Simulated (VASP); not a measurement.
# C (R-3m) in VASP: notebook

The runs below take C through relaxation of cell and atoms, with LDA.

All numbers are computed with VASP 6.6.1; they aren't measurements. Logs are shortened: lines on timing, memory, paths and dates and some standing lists are left out, and cuts for length are marked.

### 1 The crystal as given

Symmetry: R-3m, No. 166, trigonal system. Conventional cell: a = 2.466 Å, b = 2.466 Å, c = 24.848 Å, α = 90.00°, β = 90.00°, γ = 120.00°. C (site symmetry 3m) has 3 C at 1.42 Å as nearest neighbours. Around C (site symmetry 3m) lie 3 C at 1.42 Å.

This isn't the form of C at room conditions, which is graphite.

### 2 Relaxation of cell and atoms, LDA

INCAR

```
PREC = Accurate
ENCUT = 520
EDIFF = 1E-7
ISMEAR = 0
SIGMA = 0.02
LREAL = F
LASPH = T
NELM = 80
ALGO = Fast
ISIF = 3
LWAVE = F
LCHARG = F
IBRION = 2
NSW = 80
EDIFFG = -0.15
```

KPOINTS

```
Automatic mesh
0
Gamma
  15 15 15
```

POSCAR

```
C
1.0
    1.2331881000      0.7119814800      8.2826151000
   -1.2331881000      0.7119814800      8.2826151000
    0.0000000000     -1.4239629600      8.2826151000
C
4
Direct
    0.9128269200      0.9128269200      0.9128269200
    0.2461499400      0.2461499400      0.2461499400
    0.7538500600      0.7538500600      0.7538500600
    0.0871730800      0.0871730800      0.0871730800
```

Potentials or basis: VASP PAW LDA potentials, release 64 (C).

Run with:

```console
> cat potpaw_LDA.64/C/POTCAR > POTCAR
> mpirun -np 1 vasp_std > vasp.out
```

OUTCAR:

```text
PREC = Accurate
   ENCUT = 520
   EDIFF = 1E-7
   ISMEAR = 0
   LREAL = F
   LASPH = T
   NELM = 80
   ISIF = 3
   IBRION = 2
   NSW = 80
   EDIFFG = -0.15

 ion  position               nearest neighbor table
   1  0.913  0.913  0.913-   2 1.42   2 1.42   2 1.42
   2  0.246  0.246  0.246-   1 1.42   1 1.42   1 1.42
   3  0.754  0.754  0.754-   4 1.42   4 1.42   4 1.42
   4  0.087  0.087  0.087-   3 1.42   3 1.42   3 1.42

  LATTYP: Found a trigonal (rhomboedric) cell.
 ALAT       =     8.4041289503
 COS(alpha) =     0.9569371043

  Lattice vectors:

 A1 = (   1.2331881000,   0.7119814800,   8.2826151000)
 A2 = (  -1.2331881000,   0.7119814800,   8.2826151000)
 A3 = (   0.0000000000,  -1.4239629600,   8.2826151000)

Analysis of symmetry for initial positions (statically):
=====================================================================
 Subroutine PRICEL returns:
 Original cell was already a primitive cell.

 Routine SETGRP: Setting up the symmetry group for a
 trigonal (rhombohedral) supercell.

 Subroutine GETGRP returns: Found 12 space group operations
 (whereof 12 operations were pure point group operations)
 out of a pool of 12 trial point group operations.

The static configuration has the point symmetry D_3d.

Analysis of symmetry for dynamics (positions and initial velocities):
=====================================================================
 Subroutine PRICEL returns:
 Original cell was already a primitive cell.

 Routine SETGRP: Setting up the symmetry group for a
 trigonal (rhombohedral) supercell.

 Subroutine GETGRP returns: Found 12 space group operations
 (whereof 12 operations were pure point group operations)
 out of a pool of 12 trial point group operations.

The dynamic configuration has the point symmetry D_3d.

 Subroutine INISYM returns: Found 12 space group operations
 (whereof 12 operations are pure point group operations),
 and found     1 'primitive' translations

----------------------------------------------------------------------------------------

                                     Primitive cell

  volume of cell :      43.6332

  direct lattice vectors                    reciprocal lattice vectors
     1.233188100  0.711981480  8.282615100     0.405453150  0.234088486  0.040244938
    -1.233188100  0.711981480  8.282615100    -0.405453150  0.234088486  0.040244938
     0.000000000 -1.423962960  8.282615100     0.000000000 -0.468176972  0.040244938

  length of vectors
     8.404128950  8.404128950  8.404128950     0.469903534  0.469903534  0.469903535

  position of ions in fractional coordinates (direct lattice)
     0.912826920  0.912826920  0.912826920
     0.246149940  0.246149940  0.246149940
     0.753850060  0.753850060  0.753850060
     0.087173080  0.087173080  0.087173080

  ion indices of the primitive-cell ions
   primitive index   ion index
                 1           1
                 2           2
                 3           3
                 4           4

----------------------------------------------------------------------------------------

 KPOINTS: Automatic mesh

Automatic generation of k-mesh.
 Grid dimensions read from file:
 generate k-points for:   15   15   15

 Generating k-lattice:

  Cartesian coordinates                     Fractional coordinates (reciprocal lattice)
     0.027030210  0.015605899  0.002682996     0.066666667 -0.000000000  0.000000000
    -0.027030210  0.015605899  0.002682996    -0.000000000  0.066666667  0.000000000
     0.000000000 -0.031211798  0.002682996     0.000000000  0.000000000  0.066666667

  Length of vectors
     0.031326902  0.031326902  0.031326902

  Shift w.r.t. Gamma in fractional coordinates (k-lattice)
     0.000000000  0.000000000  0.000000000

 Subroutine IBZKPT returns following result:
 ===========================================

 Found    344 irreducible k-points:

 Following reciprocal coordinates:
            Coordinates               Weight
  0.000000  0.000000  0.000000      1.000000
  0.066667  0.000000  0.000000      6.000000
  0.133333  0.000000  0.000000      6.000000
  0.200000  0.000000  0.000000      6.000000
  0.266667  0.000000  0.000000      6.000000
  0.333333  0.000000 -0.000000      6.000000
[... 16 lines left out ...]
  0.133333  0.133333  0.000000      6.000000
  0.200000  0.133333 -0.000000     12.000000
 [... further k-points ...]
   k-points           NKPTS =    344   k-points in BZ     NKDIM =    344   number of bands    NBANDS=     12
   number of dos      NEDOS =    301   number of ions     NIONS =      4
   total plane-waves  NPLWV = 262144
   dimension x,y,z NGX =    64 NGY =   64 NGZ =   64
   dimension x,y,z NGXF=   128 NGYF=  128 NGZF=  128
   ions per type =               4
   NGX,Y,Z   is equivalent  to a cutoff of  12.66, 12.66, 12.66 a.u.
   NGXF,Y,Z  is equivalent  to a cutoff of  25.32, 25.32, 25.32 a.u.
 SYSTEM =  unknown system
   PREC   = accura    normal or accurate (medium, high low for compatibility)
   ISTART =      0    job   : 0-new  1-cont  2-samecut
   ICHARG =      2    charge: 1-file 2-atom 10-const
   ISPIN  =      1    spin polarized calculation?
   LNONCOLLINEAR =      F non collinear calculations
   LSORBIT =      F    spin-orbit coupling
   LASPH  =      T    aspherical Exc in radial PAW
   ENCUT  =  520.0 eV  38.22 Ry    6.18 a.u.  15.63 15.63 15.63*2*pi/ulx,y,z
   NELM   =     80;   NELMIN=  2; NELMDL= -5     # of ELM steps
   EDIFF  = 0.1E-06   stopping-criterion for ELM
   LREAL  =      F    real-space projection
   EDIFFG = -.1E+00   stopping-criterion for IOM
   NSW    =     80    number of steps for IOM
   IBRION =      2    ionic relax: 0-MD 1-quasi-New 2-CG
   NFREE  =      1    steps in history (QN), initial steepest desc. (CG)
   ISIF   =      3    stress and relaxation
   ISYM   =      2    0-nonsym 1-usesym 2-fastsym
   POTIM  = 0.5000    time-step for ionic-motion
   TEBEG  =    0.0;   TEEND  =   0.0 temperature during run
   PSTRESS=    0.0 pullay stress
   NELECT =      16.0000    total number of electrons
   NUPDOWN=      -1.0000    fix difference up-down
   EMIN   =  10.00;   EMAX   =-10.00  energy-range for DOS
   EFERMI =   0.00;   METHOD = LEGACY
   ISMEAR =     0;   SIGMA  =   0.02  broadening in eV -4-tet -1-fermi 0-gaus
   EFERMI_NEDOS =   21; number of points for ismear=-14 and -15
   IALGO  =     68    algorithm
   IMIX   =      4    mixing-type and parameters
     AMIX     =   0.40;   BMIX     =  1.00
     AMIX_MAG =   1.60;   BMIX_MAG =  1.00
  volume/ion in A,a.u.               =      10.91        73.61
  Fermi-wavevector in a.u.,A,eV,Ry     =   1.171771  2.214325 18.681428  1.373046
  Thomas-Fermi vector in A             =   2.308209
   LORBIT       =      0    0 simple, 1 ext, 2 COOP (PROOUT), +10 PAW based schemes
   GGA     = CA    functional components
   LHFCALC =     F    Hartree Fock is set to
   AEXX    =    0.0000 exact exchange contribution
   IVDW    =     0    specifies the selected vdW correction
   LEPSILON=     F    determine dielectric tensor
   LRPA    =     F    only Hartree local field effects (RPA)
 conjugate gradient relaxation of ions
 non-spin polarized calculation
 RMM-DIIS sequential band-by-band and
 Gauss-broadening in eV      SIGMA  =   0.02
  energy-cutoff  :      520.00
  volume of cell :       43.63
 maximum number of plane-waves:      1196
   NGX = 31   NGY = 31   NGZ = 31

--------------------------------------- Ionic step        1  -------------------------------------------

 number of electron      16.0000001 magnetization

 Free energy of the ion-electron system (eV)
  ---------------------------------------------------
  ext. energy  EPLUGINS =         0.00000000
  ---------------------------------------------------
  free energy    TOTEN  =       -40.36835059 eV

  energy without entropy =      -40.36835059  energy(sigma->0) =      -40.36835059

------------------------ aborting loop because EDIFF is reached ----------------------------------------

  FORCE on cell =-STRESS in cart. coord.  units (eV):
  Direction    XX          YY          ZZ          XY          YZ          ZX
  --------------------------------------------------------------------------------------
  -------------------------------------------------------------------------------------
  Total       -2.1128691     -2.1128691     -0.2765044      0.0000000     -0.0000000     -0.0000000
  in kB      -77.5829730    -77.5829727    -10.1530345      0.0000000     -0.0000000     -0.0000000
  external PRESSURE =     -55.1063267 kB  Pullay stress =       0.0000000 kB
[... 61 lines left out ...]
  energy  without entropy=      -40.2920463432  energy(sigma->0) =      -40.29204634

--------------------------------------- Ionic step        3  -------------------------------------------

 number of electron      16.0000001 magnetization

 Free energy of the ion-electron system (eV)
  ---------------------------------------------------
  ext. energy  EPLUGINS =         0.00000000
  ---------------------------------------------------
  free energy    TOTEN  =       -40.38502888 eV

  energy without entropy =      -40.38502888  energy(sigma->0) =      -40.38502888

 E-fermi :   2.9672     XC(G=0):  -9.4088

 val. band max:        2.8842147504   @ k =  -0.3333   0.3333   0.0000
 cond. band min:       3.0745764952   @ k =  -0.2000   0.4667   0.1333
 fundamental gap:      0.1903617449
 Fermi energy:         2.9672477675

 k-point     1 :       0.0000    0.0000    0.0000
  band No.  band energies     occupation
      1     -16.5216      2.00000
      2     -16.4642      2.00000
      3      -5.1297      2.00000
      4      -4.4815      2.00000
      5      -0.0479      2.00000
      6      -0.0479      2.00000
      7      -0.0455      2.00000
      8      -0.0455      2.00000
      9       5.6820      0.00000
     10       9.3010      0.00000
     11      11.3850      0.00000
     12      11.3907      0.00000
[... 331 lines left out ...]
 k-point    24 :       0.2000    0.1333   -0.0000
  band No.  band energies     occupation
      1     -15.7811      2.00000
      2     -15.7296      2.00000
      3      -4.2140      2.00000
      4      -3.6243      2.00000
      5      -2.4103      2.00000
      6      -2.4049      2.00000
      7      -1.4672      2.00000
      8      -1.4626      2.00000
      9       6.7247      0.00000
     10       9.9761      0.00000
     11      11.7532      0.00000
     12      11.7767      0.00000

 [... further k-points ...]

------------------------ aborting loop because EDIFF is reached ----------------------------------------

  FORCE on cell =-STRESS in cart. coord.  units (eV):
  Direction    XX          YY          ZZ          XY          YZ          ZX
  --------------------------------------------------------------------------------------
  -------------------------------------------------------------------------------------
  Total       -0.0247877     -0.0247877     -0.2781646      0.0000000      0.0000000      0.0000000
  in kB       -0.9251027     -0.9251027    -10.3814038      0.0000000      0.0000000      0.0000000
  external PRESSURE =      -4.0772030 kB  Pullay stress =       0.0000000 kB
[... 19 lines left out ...]
  FREE ENERGIE OF THE ION-ELECTRON SYSTEM (eV)
  ---------------------------------------------------
  free  energy   TOTEN  =       -40.3850288833 eV

  energy  without entropy=      -40.3850288833  energy(sigma->0) =      -40.38502888

 reached required accuracy - stopping structural energy minimisation
```

It took 64 min on 1 thread of Intel Xeon 6975P-C (Granite Rapids), shared host; peak memory 0.48 GiB.

Results:

```yaml
Free_energy: -40.3850 eV
Relaxed_volume: 10.73 Å³/atom
Relaxed_cell: a = 8.394 Å, b = 8.394 Å, c = 8.394 Å, α = 16.77°, β = 16.77°, γ = 16.77°
Space_group_after_relaxing_to_0.05_Å: R-3m (No. 166)
Energy_gained_by_relaxing: 4.2 meV/atom
Ionic_steps: 3
Pressure_after_relaxing: -0.4 GPa
Largest_force_after_relaxing: 0.007 eV/Å
Band_gap_on_the_k_mesh: 0.19 eV, direct
```

Forces in eV/Å, atoms in the order of the input:
```
C    0.000  0.000 -0.007
C    0.000  0.000 -0.003
C    0.000  0.000  0.003
C    0.000  0.000  0.007
```

Stress tensor (GPa, compression positive):
```
-0.09  0.00  0.00
 0.00 -0.09  0.00
 0.00  0.00 -1.04
```

Step by step:
```
step  energy change (eV)  largest force (eV/Å)  pressure (GPa)  volume (Å³)
   1              0.0000                0.0084           -5.51        43.63
   2              0.0763                0.0077           13.20        41.30
   3             -0.0167                0.0065           -0.41        42.93
```

Final structure:
```yaml
crystal:
  lattice:
    - [1.22381, 0.70657, 8.27438]
    - [-1.22381, 0.70657, 8.27438]
    - [0.00000, -1.41314, 8.27438]
  atoms:
    - { symbol: C, position: [0.91282, 0.91282, 0.91282] }
    - { symbol: C, position: [0.24615, 0.24615, 0.24615] }
    - { symbol: C, position: [0.75385, 0.75385, 0.75385] }
    - { symbol: C, position: [0.08718, 0.08718, 0.08718] }
```

Levels at points of the mesh, in eV from the valence-band top:
```
           k point  band 4  band 5  band 6  band 7  band 8  band 9  band 10  band 11  band 12
(0.00, 0.00, 0.00)   -7.37   -2.93   -2.93   -2.93   -2.93    2.80     6.42     8.50     8.51
```

Caveat: an odd mesh through Γ misses points on the zone boundary, where band edges often lie; the relaxation stopped at a loose force limit of 0.15 eV/Å, so its end isn't a converged minimum.

### 3 Relaxation of cell and atoms, LDA

This run uses another cell than the first one, of 10.73 Å³/atom, 0.984 times its volume.

INCAR is that of step 2.

KPOINTS is that of step 2.

POSCAR

```
C                                       
1.0
    1.2238136330      0.7065691290      8.2743753472
   -1.2238136330      0.7065691290      8.2743753472
   -0.0000000000     -1.4131382580      8.2743753472
  C             
     4
Direct
     0.9128221008755378    0.9128221008755378    0.9128221008755378
     0.2461497160806648    0.2461497160806648    0.2461497160806648
     0.7538502839193353    0.7538502839193353    0.7538502839193353
     0.0871778991244622    0.0871778991244622    0.0871778991244622
```

Potentials or basis: VASP PAW LDA potentials, release 64 (C).

Run with:

```console
> cat potpaw_LDA.64/C/POTCAR > POTCAR
> mpirun -np 1 vasp_std > vasp.out
```

Run time: 32 min. Hardware: 1 thread of Intel Xeon 6975P-C (Granite Rapids), shared host; peak memory 0.47 GiB.

Results (log left out):

```yaml
Free_energy: -40.3843 eV
Pressure_after_relaxing: -0.4 GPa
Largest_force_after_relaxing: 0.007 eV/Å
Band_gap_on_the_k_mesh: 0.19 eV, direct
```

Forces on the atoms (eV/Å):
```
C    0.000  0.000 -0.007
C    0.000  0.000 -0.003
C    0.000  0.000  0.003
C    0.000  0.000  0.007
```

Stress tensor (GPa, compression positive):
```
-0.06  0.00  0.00
 0.00 -0.06  0.00
 0.00  0.00 -1.05
```

Final structure:
```cif
data_structure
_symmetry_space_group_name_H-M 'P 1'
_symmetry_Int_Tables_number 1
_cell_length_a 8.3942
_cell_length_b 8.3942
_cell_length_c 8.3942
_cell_angle_alpha 16.766
_cell_angle_beta 16.766
_cell_angle_gamma 16.766
_cell_volume 42.93
loop_
_atom_site_label
_atom_site_type_symbol
_atom_site_fract_x
_atom_site_fract_y
_atom_site_fract_z
_atom_site_occupancy
C1 C 0.91282 0.91282 0.91282 1
C2 C 0.24615 0.24615 0.24615 1
C3 C 0.75385 0.75385 0.75385 1
C4 C 0.08718 0.08718 0.08718 1
```

Levels at points of the mesh, in eV from the valence-band top:
| k point | band 5 | band 6 | band 7 | band 8 | band 9 | band 10 | band 11 | band 12 |
| --- | --- | --- | --- | --- | --- | --- | --- | --- |
| (0.00, 0.00, 0.00) | -2.93 | -2.93 | -2.93 | -2.93 | 2.80 | 8.50 | 8.50 | 8.51 |

Caveat: the relaxation stopped at its first step, so nothing moved; an odd mesh through Γ misses points on the zone boundary, where band edges often lie; the relaxation stopped at a loose force limit of 0.15 eV/Å, so its end isn't a converged minimum.
